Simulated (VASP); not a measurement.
# ZnSe (F-43m) in VASP: further runs

Runs on ZnSe. Level: PBE. Tasks: band structure, Born charges and dielectric tensor.

Everything below comes from runs of VASP 6.6.1. Logs are shortened: lines on timing, memory, paths and dates and some standing lists are left out, and cuts for length are marked.

## Step 1: The crystal as given

The structure is cubic, space group F-43m (No. 216). Conventional cell: a = 5.750 Å, b = 5.750 Å, c = 5.750 Å, α = 90.00°, β = 90.00°, γ = 90.00°. Around Zn (site symmetry -43m) lie 4 Se at 2.49 Å. Se (site symmetry -43m) has 4 Zn at 2.49 Å as nearest neighbours.

## Step 2: Band structure, PBE

POSCAR reads:

```
ZnSe                                    
1.0
    0.0000000000      2.8749168271      2.8749168271
    2.8749168271     -0.0000000000      2.8749168271
    2.8749168271      2.8749168271      0.0000000000
  Zn              Se            
     1     1
Direct
     1.0000000000000000    1.0000000000000000    0.0000000000000000
     0.2500000000000000    0.2500000000000000    0.2500000000000000
```

INCAR.step1 reads:

```
SYSTEM = ZnSe
PREC     = Accurate       ! precision mode
ENCUT    = 520            ! plane-wave cutoff, eV
EDIFF    = 1E-7           ! SCF threshold, eV
ISMEAR   = 0              ! smearing method
SIGMA    = 0.02           ! smearing width, eV
LREAL    = .FALSE.        ! projectors in reciprocal space
LASPH    = .TRUE.         ! aspherical terms in the spheres
NELM     = 60             ! most SCF steps
ALGO     = Normal         ! electronic algorithm
ISIF     = 2              ! what is computed and relaxed
LWAVE    = .FALSE.        ! write WAVECAR
LCHARG   = .TRUE.         ! write CHGCAR
GGA      = PE             ! functional
NBANDS   = 16             ! bands
```

KPOINTS.step1 reads:

```
regular mesh
0
G
  4 4 4
  0 0 0
```

INCAR.step2 reads:

```
SYSTEM = ZnSe
PREC     = Accurate       ! precision mode
ENCUT    = 520            ! plane-wave cutoff, eV
EDIFF    = 1E-7           ! SCF threshold, eV
ISMEAR   = 0              ! smearing method
SIGMA    = 0.05           ! smearing width, eV
LREAL    = .FALSE.        ! projectors in reciprocal space
LASPH    = .TRUE.         ! aspherical terms in the spheres
NELM     = 60             ! most SCF steps
ALGO     = Normal         ! electronic algorithm
ISIF     = 2              ! what is computed and relaxed
LWAVE    = .FALSE.        ! write WAVECAR
LCHARG   = .FALSE.        ! write CHGCAR
GGA      = PE             ! functional
NBANDS   = 16             ! bands
ICHARG   = 11             ! starting density
```

KPOINTS.step2 reads:

```
path GXWKGLUWLK,UX
20
line-mode
reciprocal
 0.0000000000  0.0000000000  0.0000000000  G
 0.5000000000  0.0000000000  0.5000000000  X

 0.5000000000  0.0000000000  0.5000000000  X
 0.5000000000  0.2500000000  0.7500000000  W

 0.5000000000  0.2500000000  0.7500000000  W
 0.3750000000  0.3750000000  0.7500000000  K

 0.3750000000  0.3750000000  0.7500000000  K
 0.0000000000  0.0000000000  0.0000000000  G

 0.0000000000  0.0000000000  0.0000000000  G
 0.5000000000  0.5000000000  0.5000000000  L

 0.5000000000  0.5000000000  0.5000000000  L
 0.6250000000  0.2500000000  0.6250000000  U

 0.6250000000  0.2500000000  0.6250000000  U
 0.5000000000  0.2500000000  0.7500000000  W

 0.5000000000  0.2500000000  0.7500000000  W
 0.5000000000  0.5000000000  0.5000000000  L

 0.5000000000  0.5000000000  0.5000000000  L
 0.3750000000  0.3750000000  0.7500000000  K

 0.6250000000  0.2500000000  0.6250000000  U
 0.5000000000  0.0000000000  0.5000000000  X
```

Potentials or basis: VASP PAW PBE potentials, release 64 (Zn, Se).

The run is started by

```sh
$ cat potpaw_PBE.64/Zn/POTCAR potpaw_PBE.64/Se/POTCAR > POTCAR
$ cp INCAR.step1 INCAR
$ cp KPOINTS.step1 KPOINTS
$ mpirun -np 1 vasp_std > vasp.out
$ cp INCAR.step2 INCAR
$ cp KPOINTS.step2 KPOINTS
$ mpirun -np 1 vasp_std > vasp.out
```

OUTCAR:

```text
SYSTEM = ZnSe
   PREC = Accurate
   ENCUT = 520
   EDIFF = 1E-7
   ISMEAR = 0
   LREAL = .FALSE.
   LASPH = .TRUE.
   NELM = 60
   ISIF = 2
   GGA = PE
   ICHARG = 11

 ion  position               nearest neighbor table
   1  0.000  0.000  0.000-   2 2.49   2 2.49   2 2.49   2 2.49
   2  0.250  0.250  0.250-   1 2.49   1 2.49   1 2.49   1 2.49

  LATTYP: Found a face centered cubic cell.
 ALAT       =     5.7498336542

  Lattice vectors:

 A1 = (   0.0000000000,   2.8749168271,   2.8749168271)
 A2 = (   2.8749168271,   0.0000000000,   2.8749168271)
 A3 = (   2.8749168271,   2.8749168271,   0.0000000000)

Analysis of symmetry for initial positions (statically):
=====================================================================
 Subroutine PRICEL returns:
 Original cell was already a primitive cell.

 Routine SETGRP: Setting up the symmetry group for a
 face centered cubic supercell.

 Subroutine GETGRP returns: Found 24 space group operations
 (whereof 24 operations were pure point group operations)
 out of a pool of 48 trial point group operations.

The static configuration has the point symmetry T_d .

Analysis of symmetry for dynamics (positions and initial velocities):
=====================================================================
 Subroutine PRICEL returns:
 Original cell was already a primitive cell.

 Routine SETGRP: Setting up the symmetry group for a
 face centered cubic supercell.

 Subroutine GETGRP returns: Found 24 space group operations
 (whereof 24 operations were pure point group operations)
 out of a pool of 48 trial point group operations.

The dynamic configuration has the point symmetry T_d .

 Subroutine INISYM returns: Found 24 space group operations
 (whereof 24 operations are pure point group operations),
 and found     1 'primitive' translations

----------------------------------------------------------------------------------------

                                     Primitive cell

  volume of cell :      47.5232

  direct lattice vectors                    reciprocal lattice vectors
     0.000000000  2.874916827  2.874916827    -0.173918075  0.173918075  0.173918075
     2.874916827  0.000000000  2.874916827     0.173918075 -0.173918075  0.173918075
     2.874916827  2.874916827  0.000000000     0.173918075  0.173918075 -0.173918075

  length of vectors
     4.065746368  4.065746368  4.065746368     0.301234942  0.301234942  0.301234942

  position of ions in fractional coordinates (direct lattice)
     0.000000000  0.000000000  0.000000000
     0.250000000  0.250000000  0.250000000

  ion indices of the primitive-cell ions
   primitive index   ion index
                 1           1
                 2           2

----------------------------------------------------------------------------------------

 KPOINTS: path GXWKGLUWLK,UX

Interpolating k-points between supplied coordinates.

 Line segments in fractional coordinates (reciprocal lattice):
    0.000000  0.000000  0.000000  ...  0.500000  0.000000  0.500000
    0.500000  0.000000  0.500000  ...  0.500000  0.250000  0.750000
    0.500000  0.250000  0.750000  ...  0.375000  0.375000  0.750000
    0.375000  0.375000  0.750000  ...  0.000000  0.000000  0.000000
    0.000000  0.000000  0.000000  ...  0.500000  0.500000  0.500000
    0.500000  0.500000  0.500000  ...  0.625000  0.250000  0.625000
    0.625000  0.250000  0.625000  ...  0.500000  0.250000  0.750000
    0.500000  0.250000  0.750000  ...  0.500000  0.500000  0.500000
    0.500000  0.500000  0.500000  ...  0.375000  0.375000  0.750000
    0.625000  0.250000  0.625000  ...  0.500000  0.000000  0.500000

 Generated    20 points on each line segment, for a total of    200 k-points:

 Following reciprocal coordinates:
            Coordinates               Weight
  0.000000  0.000000  0.000000      0.005000
  0.026316  0.000000  0.026316      0.005000
  0.052632  0.000000  0.052632      0.005000
  0.078947  0.000000  0.078947      0.005000
  0.105263  0.000000  0.105263      0.005000
  0.131579  0.000000  0.131579      0.005000
[... 16 lines left out ...]
  0.500000  0.026316  0.526316      0.005000
  0.500000  0.039474  0.539474      0.005000
 [... further k-points ...]
   k-points           NKPTS =    200   k-points in BZ     NKDIM =    200   number of bands    NBANDS=     16
   number of dos      NEDOS =    301   number of ions     NIONS =      2
   total plane-waves  NPLWV =  27000
   dimension x,y,z NGX =    30 NGY =   30 NGZ =   30
   dimension x,y,z NGXF=    60 NGYF=   60 NGZF=   60
   ions per type =               1   1
   NGX,Y,Z   is equivalent  to a cutoff of  12.27, 12.27, 12.27 a.u.
   NGXF,Y,Z  is equivalent  to a cutoff of  24.53, 24.53, 24.53 a.u.
 SYSTEM =  ZnSe
   PREC   = accura    normal or accurate (medium, high low for compatibility)
   ISTART =      0    job   : 0-new  1-cont  2-samecut
   ICHARG =     11    charge: 1-file 2-atom 10-const
   ISPIN  =      1    spin polarized calculation?
   LNONCOLLINEAR =      F non collinear calculations
   LSORBIT =      F    spin-orbit coupling
   LASPH  =      T    aspherical Exc in radial PAW
   ENCUT  =  520.0 eV  38.22 Ry    6.18 a.u.   7.56  7.56  7.56*2*pi/ulx,y,z
   NELM   =     60;   NELMIN=  2; NELMDL=  0     # of ELM steps
   EDIFF  = 0.1E-06   stopping-criterion for ELM
   LREAL  =      F    real-space projection
   EDIFFG = 0.1E-05   stopping-criterion for IOM
   NSW    =      0    number of steps for IOM
   IBRION =     -1    ionic relax: 0-MD 1-quasi-New 2-CG
   NFREE  =      0    steps in history (QN), initial steepest desc. (CG)
   ISIF   =      2    stress and relaxation
   ISYM   =      2    0-nonsym 1-usesym 2-fastsym
   POTIM  = 0.5000    time-step for ionic-motion
   TEBEG  =    0.0;   TEEND  =   0.0 temperature during run
   PSTRESS=    0.0 pullay stress
   NELECT =      18.0000    total number of electrons
   NUPDOWN=      -1.0000    fix difference up-down
   EMIN   =  10.00;   EMAX   =-10.00  energy-range for DOS
   EFERMI =   0.00;   METHOD = LEGACY
   ISMEAR =     0;   SIGMA  =   0.05  broadening in eV -4-tet -1-fermi 0-gaus
   EFERMI_NEDOS =   21; number of points for ismear=-14 and -15
   IALGO  =     38    algorithm
   IMIX   =      4    mixing-type and parameters
     AMIX     =   0.40;   BMIX     =  1.00
     AMIX_MAG =   1.60;   BMIX_MAG =  1.00
  volume/ion in A,a.u.               =      23.76       160.35
  Fermi-wavevector in a.u.,A,eV,Ry     =   1.184487  2.238356 19.089110  1.403010
  Thomas-Fermi vector in A             =   2.320700
   LORBIT       =      0    0 simple, 1 ext, 2 COOP (PROOUT), +10 PAW based schemes
   GGA     = PE    functional components
   LHFCALC =     F    Hartree Fock is set to
   AEXX    =    0.0000 exact exchange contribution
   IVDW    =     0    specifies the selected vdW correction
   LEPSILON=     F    determine dielectric tensor
   LRPA    =     F    only Hartree local field effects (RPA)
 non-spin polarized calculation
 Gauss-broadening in eV      SIGMA  =   0.05
  energy-cutoff  :      520.00
  volume of cell :       47.52
 maximum number of plane-waves:      1303

 number of electron      18.0000013 magnetization

 Free energy of the ion-electron system (eV)
  ---------------------------------------------------
  ext. energy  EPLUGINS =         0.00000000
  ---------------------------------------------------
  free energy    TOTEN  =        -6.27224984 eV

  energy without entropy =       -6.27224984  energy(sigma->0) =       -6.27224984

 E-fermi :   1.5009     XC(G=0):  -9.1115

 val. band max:        1.2825886235   @ k =   0.0000   0.0000   0.0000
 cond. band min:       2.3877838176   @ k =   0.0000   0.0000   0.0000
 fundamental gap:      1.1051951942
 Fermi energy:         1.5009491731

 k-point     1 :       0.0000    0.0000    0.0000
  band No.  band energies     occupation
      1     -11.7039      2.00000
      2      -5.1464      2.00000
      3      -5.1464      2.00000
      4      -5.1464      2.00000
      5      -4.8159      2.00000
      6      -4.8159      2.00000
[... 8 lines left out ...]
     15      12.6347      0.00000
     16      12.6347      0.00000

 k-point     2 :       0.0263    0.0000    0.0263
  band No.  band energies     occupation
      1     -11.6983      2.00000
      2      -5.1466      2.00000
      3      -5.1452      2.00000
      4      -5.1452      2.00000
      5      -4.8164      2.00000
      6      -4.8156      2.00000
[... 8 lines left out ...]
     15      12.4575      0.00000
     16      12.6444      0.00000

 k-point     3 :       0.0526    0.0000    0.0526
  band No.  band energies     occupation
      1     -11.6814      2.00000
      2      -5.1473      2.00000
      3      -5.1415      2.00000
      4      -5.1415      2.00000
      5      -4.8178      2.00000
      6      -4.8147      2.00000
[... 8 lines left out ...]
     15      12.0595      0.00000
     16      12.6732      0.00000

 k-point     4 :       0.0789    0.0000    0.0789
  band No.  band energies     occupation
      1     -11.6535      2.00000
      2      -5.1483      2.00000
      3      -5.1354      2.00000
      4      -5.1354      2.00000
      5      -4.8201      2.00000
      6      -4.8133      2.00000
[... 8 lines left out ...]
     15      11.7101      0.00000
     16      12.7213      0.00000
[... 324 lines left out ...]
 k-point    22 :       0.5000    0.0132    0.5132
  band No.  band energies     occupation
      1     -10.7391      2.00000
      2      -5.0915      2.00000
      3      -4.9212      2.00000
      4      -4.9206      2.00000
      5      -4.7730      2.00000
      6      -4.6518      2.00000
[... 8 lines left out ...]
     15      15.0535      0.00000
     16      15.4713      0.00000

 k-point    23 :       0.5000    0.0263    0.5263
  band No.  band energies     occupation
      1     -10.7390      2.00000
      2      -5.0901      2.00000
      3      -4.9223      2.00000
      4      -4.9200      2.00000
      5      -4.7735      2.00000
      6      -4.6495      2.00000
[... 8 lines left out ...]
     15      15.0144      0.00000
     16      15.4374      0.00000

 k-point    24 :       0.5000    0.0395    0.5395
  band No.  band energies     occupation
      1     -10.7388      2.00000
      2      -5.0879      2.00000
      3      -4.9241      2.00000
      4      -4.9191      2.00000
      5      -4.7743      2.00000
      6      -4.6457      2.00000
[... 8 lines left out ...]
     15      14.9651      0.00000
     16      15.4039      0.00000

 [... further k-points ...]
[... 5 lines left out ...]
  --------------------------------------------------------------------------------------
  -------------------------------------------------------------------------------------
  Total       -1.0971376     -1.0971376     -1.0971376     -0.0000000     -0.0000000      0.0000000
  in kB      -36.9884256    -36.9884256    -36.9884256     -0.0000000     -0.0000000      0.0000000
  external PRESSURE =     -36.9884256 kB  Pullay stress =       0.0000000 kB

 VOLUME and BASIS-vectors are now :
 -----------------------------------------------------------------------------
  energy-cutoff  :      520.00
  volume of cell :       47.52
      direct lattice vectors                 reciprocal lattice vectors
     0.000000000  2.874916827  2.874916827    -0.173918075  0.173918075  0.173918075
     2.874916827  0.000000000  2.874916827     0.173918075 -0.173918075  0.173918075
     2.874916827  2.874916827  0.000000000     0.173918075  0.173918075 -0.173918075

 POSITION                                       TOTAL-FORCE (eV/Angst)
 -----------------------------------------------------------------------------------
      0.00000      0.00000      0.00000        -0.000000      0.000000     -0.000000
      1.43746      1.43746      1.43746         0.000000     -0.000000      0.000000
 -----------------------------------------------------------------------------------
    total drift:                               -0.000001     -0.000001     -0.000001

  FREE ENERGIE OF THE ION-ELECTRON SYSTEM (eV)
  ---------------------------------------------------
  free  energy   TOTEN  =        -6.2722498434 eV

  energy  without entropy=       -6.2722498434  energy(sigma->0) =       -6.27224984
```

It took 74 s on 1 thread of Intel Xeon Platinum 8259CL at 2.50GHz (Skylake/Cascade Lake), shared host; peak memory 0.28 GiB.

What came out:

```
Band gap on the k mesh  : 1.11 eV, direct
Band gap along the path : 1.11 eV, direct
```

Levels at the corners of the path, in eV from the valence-band top:
| point | band 5 | band 6 | band 7 | band 8 | band 9 | band 10 | band 11 | band 12 | band 13 | band 14 |
| --- | --- | --- | --- | --- | --- | --- | --- | --- | --- | --- |
| Γ | -6.10 | -6.10 | 0.00 | 0.00 | 0.00 | 1.11 | 5.79 | 5.79 | 5.79 | 9.75 |
| X | -6.06 | -5.94 | -4.58 | -2.04 | -2.04 | 3.06 | 3.44 | 10.43 | 10.94 | 10.94 |
| X | -6.06 | -5.94 | -4.58 | -2.04 | -2.04 | 3.06 | 3.44 | 10.43 | 10.94 | 10.94 |
| W | -6.12 | -5.83 | -4.49 | -2.60 | -2.47 | 5.34 | 5.47 | 6.85 | 7.70 | 11.38 |
| W | -6.12 | -5.83 | -4.49 | -2.60 | -2.47 | 5.34 | 5.47 | 6.85 | 7.70 | 11.38 |
| K | -6.08 | -5.86 | -4.53 | -2.89 | -1.67 | 3.59 | 5.49 | 8.91 | 9.11 | 9.31 |
| K | -6.08 | -5.86 | -4.53 | -2.89 | -1.67 | 3.59 | 5.49 | 8.91 | 9.11 | 9.31 |
| Γ | -6.10 | -6.10 | 0.00 | 0.00 | 0.00 | 1.11 | 5.79 | 5.79 | 5.79 | 9.75 |
| Γ | -6.10 | -6.10 | 0.00 | 0.00 | 0.00 | 1.11 | 5.79 | 5.79 | 5.79 | 9.75 |
| L | -6.08 | -5.96 | -4.97 | -0.81 | -0.81 | 2.45 | 6.36 | 6.36 | 8.44 | 10.77 |
| L | -6.08 | -5.96 | -4.97 | -0.81 | -0.81 | 2.45 | 6.36 | 6.36 | 8.44 | 10.77 |
| U | -6.08 | -5.86 | -4.53 | -2.89 | -1.67 | 3.59 | 5.49 | 8.91 | 9.11 | 9.31 |
| U | -6.08 | -5.86 | -4.53 | -2.89 | -1.67 | 3.59 | 5.49 | 8.91 | 9.11 | 9.31 |
| W | -6.12 | -5.83 | -4.49 | -2.60 | -2.47 | 5.34 | 5.47 | 6.85 | 7.70 | 11.38 |
| W | -6.12 | -5.83 | -4.49 | -2.60 | -2.47 | 5.34 | 5.47 | 6.85 | 7.70 | 11.38 |
| L | -6.08 | -5.96 | -4.97 | -0.81 | -0.81 | 2.45 | 6.36 | 6.36 | 8.44 | 10.77 |
| L | -6.08 | -5.96 | -4.97 | -0.81 | -0.81 | 2.45 | 6.36 | 6.36 | 8.44 | 10.77 |
| K | -6.08 | -5.86 | -4.53 | -2.89 | -1.67 | 3.59 | 5.49 | 8.91 | 9.11 | 9.31 |
| U | -6.08 | -5.86 | -4.53 | -2.89 | -1.67 | 3.59 | 5.49 | 8.91 | 9.11 | 9.31 |
| X | -6.06 | -5.94 | -4.58 | -2.04 | -2.04 | 3.06 | 3.44 | 10.43 | 10.94 | 10.94 |

Caveat: the k mesh is coarse (spacing up to 0.47 Å⁻¹), so the values aren't converged; the log is that of the step along the path at fixed density, whose energy, stress, charges and moments have no meaning.

(Continued in part 2 of 2.)
